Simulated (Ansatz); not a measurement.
# NiO: constraining the magnetisation, part 2 of 2

Wanted: the fixed-spin-moment curve of NiO at one geometry. System: NiO, the deposited crystal structure (space group Fm-3m); the cell holds 2 atoms. Source: COD entry 1010095, which need not be the ambient phase.

Ansatz 0.2.0; DFT r2SCAN, PAW, plane waves, scalar-relativistic. Earlier steps stand in the parts before.

### Step 3. Total moment fixed at 0 μB

input.yaml reads:

```yaml
crystal:
  lattice:
    - [0.0, 2.09, 2.09]
    - [2.09, 0.0, 2.09]
    - [2.09, 2.09, 0.0]
  atoms:
    - { symbol: Ni, position: [0.5, 0.5, 0.5] }
    - { symbol: O, position: [0.0, 0.0, 0.0] }
magnetization:
  spin_polarized: true
  initial_magnetization: 0
  spin_locking: { lock_magnetization: hard }
hamiltonian:
  xc: r2scan
  pseudopotentials: { kind: paw }
basis:
  ecutwfc: 500
kpoints:
  mp_grid: { grid: [9, 9, 9] }
scf:
  occupations: { method: fermi_dirac, width: 0.05 }
  lower_state_search: "off"
  max_iter: 150
output:
  forces: true
  stress: true
```

Started as:

```sh
> ansatz run input.yaml --threads 2 --pin off --max-ram 5120MiB --backend cpu --events-out ev --progress --plain --runs-dir out
```

Log, shortened:

```text
Warning: output.stress: scf.convergence.dr2_threshold = 1e-7 eV (the SCF's general default) is looser than the 2e-10 eV advised for a printed stress (1e-10 eV for each atom of the cell: 2). What an SCF threshold leaves in a stress goes as its square root, and in the free energy as the [...]
[... 12 lines as in an earlier run ...]
Bands: 16, of which v1, the nominal top of the filled ones, is band 12 counted from 1 (11 counted from 0)
[... 13 lines as in an earlier run ...]
SCF iter   1: F=—  HF=-6416.137259 eV  |F-HF|=—  |Δ(HF+E_count)|=         —  Δρ=2.28e-1 (↑2.28e-1 ↓2.28e-1)  dr2=2.89e1  dr2_τ=8.72e-2  dr2_m=0.00e0  M=0.000 μB ∫|m|=0.000 μB  β_m=0.30  ethr=3.10e-3  ⟨swp⟩=5.2  Hψ=2454  notcnv=0
[...]
SCF iter  10: F=-6412.541343 eV  HF=-6412.541343 eV  |F-HF|=9.00e-8  |Δ(HF+E_count)|=   9.89e-7  Δρ=1.33e-5 (↑1.33e-5 ↓1.33e-5)  dr2=1.00e-7  dr2_τ=1.99e-10  dr2_m=0.00e0  M=0.000 μB ∫|m|=0.000 μB  ethr=4.17e-10  ⟨swp⟩=3.7  Hψ=2311  notcnv=0
[...]
SCF converged after 10 iterations
Stability checked in part: among states of this total moment the steps that led to this state did not find it unstable. No probe was made; neither looks for a lower state of another moment (fixed_total_moment; see scf.lower_state_search)
Magnetization: 0.0000 μB (12.0000 up, 12.0000 down)
Absolute magnetization: 0.0000 μB (∫|ρ↑−ρ↓|)
Spin contamination: 0.0000 ħ² per cell (⟨S²⟩ above its minimum at these occupations)
Per-site moments (μB) at R_I (Å): [(0.0, 0.8621249999999999), (0.0, 0.8621249999999999)]
Free energy (F): -6412.541343 eV
[...]
E sigma→0 (E₀):  -6412.533883 eV
Entropy (-TS):   -0.014920 eV (-7.460 meV/atom)
Fermi energy:    14.281023 (↑ 14.281023, ↓ 14.281023) eV
[...]
--- Forces (eV/Å), atoms counted from 1 ---
  atom   1  Ni     0.00000000    -0.00000000    -0.00000000
  atom   2  O     -0.00000000     0.00000000     0.00000000
[...]
--- Stress (GPa, compression-positive) ---
      -10.789478       0.000000       0.000000
        0.000000     -10.789478      -0.000000
        0.000000       0.000000     -10.789478
  P = ⅓ Tr σ = -10.7895 GPa (-107.895 kbar)
```

It took 1.5 s on 2 threads of Arm Neoverse V1, shared host; peak memory 0.34 GiB.

Moments: Ni1 0.00 μB; total 0.00 μB per cell; the free energy is 898 meV per cell above that of step 2.

### Step 4. Total moment fixed at 4 μB

Changes to input.yaml since step 3:

```diff
@@ -6,3 +6,3 @@
   atoms:
-    - { symbol: Ni, position: [0.5, 0.5, 0.5] }
+    - { symbol: Ni, position: [0.5, 0.5, 0.5], spin: 4.0 }
     - { symbol: O, position: [0.0, 0.0, 0.0] }
@@ -10,3 +10,3 @@
   spin_polarized: true
-  initial_magnetization: 0
+  initial_magnetization: 4
   spin_locking: { lock_magnetization: hard }
```

Started as:

```sh
> ansatz run input.yaml --threads 2 --pin off --max-ram 5120MiB --backend cpu --events-out ev --progress --plain --runs-dir out
```

Log, shortened:

```text
Warning: This run holds its total moment fixed (magnetization.spin_locking.lock_magnetization: hard) and mixes its density by anderson or broyden (scf.mixing.algorithm, typed or taken by auto). Slabs with a fixed moment have converged under broyden above another state at the same moment, [...]
[... 13 lines as in an earlier run ...]
Bands: 18, of which v1, the nominal top of the filled ones, is band 12 counted from 1 (11 counted from 0)
[... 12 lines as in an earlier run ...]
Starting moments: Σ|m| = 4 μB on 1 of 2 sites
[... 2 lines as in an earlier run ...]
SCF iter   1: F=—  HF=-6403.619519 eV  |F-HF|=—  |Δ(HF+E_count)|=         —  Δρ=2.39e-1 (↑1.29e-1 ↓2.39e-1)  dr2=1.85e0  dr2_τ=1.87e-1  dr2_m=5.63e0  M=4.000 μB ∫|m|=4.000 μB  β_m=1.20  ethr=3.10e-3  ⟨swp⟩=5.3  Hψ=5368  notcnv=0
[...]
SCF iter  14: F=-6405.384832 eV  HF=-6405.384832 eV  |F-HF|=6.84e-9  |Δ(HF+E_count)|=   1.50e-8  Δρ=8.98e-6 (↑1.97e-6 ↓8.98e-6)  dr2=1.49e-8  dr2_τ=1.87e-10  dr2_m=2.45e-9  M=4.000 μB ∫|m|=4.000 μB  ethr=4.17e-10  ⟨swp⟩=3.8  Hψ=3405  notcnv=0
[...]
[... 1 line as in an earlier run ...]
SCF converged after 14 iterations
Magnetization: 4.0000 μB (14.0000 up, 10.0000 down)
Absolute magnetization: 4.0000 μB (∫|ρ↑−ρ↓|, with the PAW one-centre terms)
Spin contamination: 0.0077 ħ² per cell (⟨S²⟩ above its minimum at these occupations)
Per-site moments (μB) at R_I (Å): [(2.3267626644613832, 0.8621249999999999), (1.0882004447263065, 0.8621249999999999)]
Free energy (F): -6405.384832 eV
[...]
E sigma→0 (E₀):  -6405.374175 eV
Entropy (-TS):   -0.021316 eV (-10.658 meV/atom)
Fermi energy:    17.201032 (↑ 22.411266, ↓ 12.146036) eV
[... 17 lines left out: energy terms ...]
--- Forces (eV/Å), atoms counted from 1 ---
  atom   1  Ni     0.00000000    -0.00000000    -0.00000000
  atom   2  O     -0.00000000     0.00000000    -0.00000000
[...]
--- Stress (GPa, compression-positive) ---
       63.265251       0.000000       0.000000
        0.000000      63.265251       0.000000
        0.000000      -0.000000      63.265251
  P = ⅓ Tr σ = 63.2653 GPa (632.653 kbar)
```

It took 3 s on 2 threads of Arm Neoverse V1, shared host; peak memory 0.34 GiB.

Moments: Ni1 2.33, O2 1.09 μB; total 4.00 μB per cell; the free energy is 8054 meV per cell above that of step 2.

### Step 5. Total moment fixed at 2 μB

Changes to input.yaml since step 4:

```diff
@@ -6,3 +6,3 @@
   atoms:
-    - { symbol: Ni, position: [0.5, 0.5, 0.5], spin: 4.0 }
+    - { symbol: Ni, position: [0.5, 0.5, 0.5], spin: 2.0 }
     - { symbol: O, position: [0.0, 0.0, 0.0] }
@@ -10,3 +10,3 @@
   spin_polarized: true
-  initial_magnetization: 4
+  initial_magnetization: 2
   spin_locking: { lock_magnetization: hard }
```

Started as:

```sh
> ansatz run input.yaml --threads 2 --pin off --max-ram 5120MiB --backend cpu --events-out ev --progress --plain --runs-dir out
```

Log, shortened:

```text
[... 27 lines as in an earlier run ...]
Starting moments: Σ|m| = 2 μB on 1 of 2 sites
[... 2 lines as in an earlier run ...]
SCF iter   1: F=—  HF=-6414.414821 eV  |F-HF|=—  |Δ(HF+E_count)|=         —  Δρ=3.04e-1 (↑8.52e-2 ↓3.04e-1)  dr2=1.92e1  dr2_τ=1.44e-1  dr2_m=2.38e0  M=2.000 μB ∫|m|=2.000 μB  β_m=1.20  ethr=3.10e-3  ⟨swp⟩=5.3  Hψ=5153  notcnv=0
[...]
SCF iter  13: F=-6413.439312 eV  HF=-6413.439311 eV  |F-HF|=9.94e-8  |Δ(HF+E_count)|=   4.90e-8  Δρ=6.41e-6 (↑4.49e-6 ↓6.41e-6)  dr2=4.93e-9  dr2_τ=2.85e-10  dr2_m=9.14e-10  M=2.000 μB ∫|m|=2.017 μB  ethr=3.78e-11  ⟨swp⟩=3.6  Hψ=3312  notcnv=0
[...]
[... 1 line as in an earlier run ...]
SCF converged after 13 iterations
Magnetization: 2.0000 μB (13.0000 up, 11.0000 down)
Absolute magnetization: 2.0152 μB (∫|ρ↑−ρ↓|, with the PAW one-centre terms)
Spin contamination: 0.0025 ħ² per cell (⟨S²⟩ above its minimum at these occupations)
Per-site moments (μB) at R_I (Å): [(1.668298295524782, 0.8621249999999999), (0.2859186095477796, 0.8621249999999999)]
Free energy (F): -6413.439312 eV
[...]
E sigma→0 (E₀):  -6413.439312 eV
Fermi energy:    14.421101 (↑ 15.107348, ↓ 14.051639) eV
[...]
--- Forces (eV/Å), atoms counted from 1 ---
  atom   1  Ni     0.00000000    -0.00000000     0.00000000
  atom   2  O     -0.00000000     0.00000000     0.00000000
[...]
--- Stress (GPa, compression-positive) ---
        1.347599       0.000000      -0.000000
        0.000000       1.347599       0.000000
        0.000000       0.000000       1.347599
  P = ⅓ Tr σ = 1.3476 GPa (13.476 kbar)
```

Run time: 2.9 s. Hardware: 2 threads of Arm Neoverse V1, shared host; peak memory 0.34 GiB.

Moments: Ni1 1.67, O2 0.29 μB; total 2.00 μB per cell; the free energy is that of step 2 within 0.5 meV.

### Step 6. Usual moment scaled by 0.1, free total moment

input.yaml reads:

```yaml
crystal:
  lattice:
    - [0.0, 2.09, 2.09]
    - [2.09, 0.0, 2.09]
    - [2.09, 2.09, 0.0]
  atoms:
    - { symbol: Ni, position: [0.5, 0.5, 0.5], spin: 0.2 }
    - { symbol: O, position: [0.0, 0.0, 0.0] }
magnetization:
  spin_polarized: true
hamiltonian:
  xc: r2scan
  pseudopotentials: { kind: paw }
basis:
  ecutwfc: 500
kpoints:
  mp_grid: { grid: [9, 9, 9] }
scf:
  occupations: { method: fermi_dirac, width: 0.05 }
  lower_state_search: "off"
output:
  forces: true
  stress: true
```

Started as:

```sh
> ansatz run input.yaml --threads 2 --pin off --max-ram 5120MiB --backend cpu --events-out ev --progress --plain --runs-dir out
```

Log, shortened:

```text
[... 25 lines as in an earlier run ...]
Starting moments: Σ|m| = 0.2 μB on 1 of 2 sites
[... 2 lines as in an earlier run ...]
SCF iter   1: F=-6389.655321 eV  HF=-6416.128285 eV  |F-HF|=2.65e1  |Δ(HF+E_count)|=         —  Δρ=2.42e-1 (↑2.14e-1 ↓2.42e-1)  dr2=2.89e1  dr2_τ=8.76e-2  dr2_m=3.65e-2  M=0.094 μB ∫|m|=0.094 μB  β_m=0.30  ethr=3.10e-3  ⟨swp⟩=5.2  Hψ=5431  notcnv=0
[...]
spin-set hold released at iteration 14 (site moments contracting): the magnetisation degrees of freedom join the quasi-Newton model from the next iteration; the mixer history was flushed
[...]
SCF iter  25: F=-6413.439312 eV  HF=-6413.439312 eV  |F-HF|=2.43e-9  |Δ(HF+E_count)|=   1.39e-7  Δρ=3.03e-7 (↑2.53e-7 ↓3.03e-7)  dr2=2.72e-12  dr2_τ=7.67e-13  dr2_m=7.66e-12  M=2.000 μB ∫|m|=2.017 μB  ethr=1.88e-12  ⟨swp⟩=4.0  Hψ=3809  notcnv=0
[...]
[... 1 line as in an earlier run ...]
SCF converged after 25 iterations
Magnetization: 2.0000 μB (13.0000 up, 11.0000 down)
Absolute magnetization: 2.0152 μB (∫|ρ↑−ρ↓|, with the PAW one-centre terms)
Spin contamination: 0.0025 ħ² per cell (⟨S²⟩ above its minimum at these occupations)
Per-site moments (μB) at R_I (Å): [(1.6683211263557713, 0.8621249999999999), (0.28586771547704415, 0.8621249999999999)]
Free energy (F): -6413.439312 eV
[...]
E sigma→0 (E₀):  -6413.439310 eV
Entropy (-TS):   -0.000003 eV (-0.001 meV/atom)
Fermi energy:    14.421276 eV
[... 17 lines left out: energy terms ...]
--- Forces (eV/Å), atoms counted from 1 ---
  atom   1  Ni     0.00000000    -0.00000000    -0.00000000
  atom   2  O     -0.00000000     0.00000000     0.00000000
[...]
--- Stress (GPa, compression-positive) ---
        1.348918      -0.000000      -0.000000
       -0.000000       1.348918       0.000000
        0.000000      -0.000000       1.348918
  P = ⅓ Tr σ = 1.3489 GPa (13.489 kbar)
```

It took 6.5 s on 2 threads of Arm Neoverse V1, shared host; peak memory 0.34 GiB.

Site moments Ni1 1.67, O2 0.29 μB, total 2.00 μB; the free energy is that of step 2 within 0.5 meV.

### Step 7. All fixed-moment runs in order of M

```csv
M (μB/cell),above lowest (meV/cell),moments of Ni1 O2 (μB),pressure (GPa)
0.00,898,0.00 0.00,-10.8
2.00,0,1.67 0.29,1.3
4.00,8054,2.33 1.09,63.3
```

The 5 runs of this session took 18 s in all, from 1.5 s to 6.5 s each.

M (μB), meV per cell and a bar:
```
     0.00        898 ###
     2.00          0 
     4.00       8054 ##############################
```

### Step 8. Summary of results

This closing draws on all 2 parts.

| quantity | value |
| --- | --- |
| lowest fixed-moment run | M = 2.00 μB, 0 meV above the lowest run |
| free runs end at | 2.00 μB (0 meV), 2.00 μB (0 meV) |
| cost of M = 0 (from this start; opposed moments can cost less) | 898 meV per cell |
| cost of the largest M | 8054 meV per cell at 4.00 μB |

In words: The curve is lowest at its point M = 2.00 μB. The free SCF ends at 2.00 μB, and no fixed run lies below it. The cell holds one magnetic atom, so antiferromagnetic orders are not tested, and they may be the real ground state.
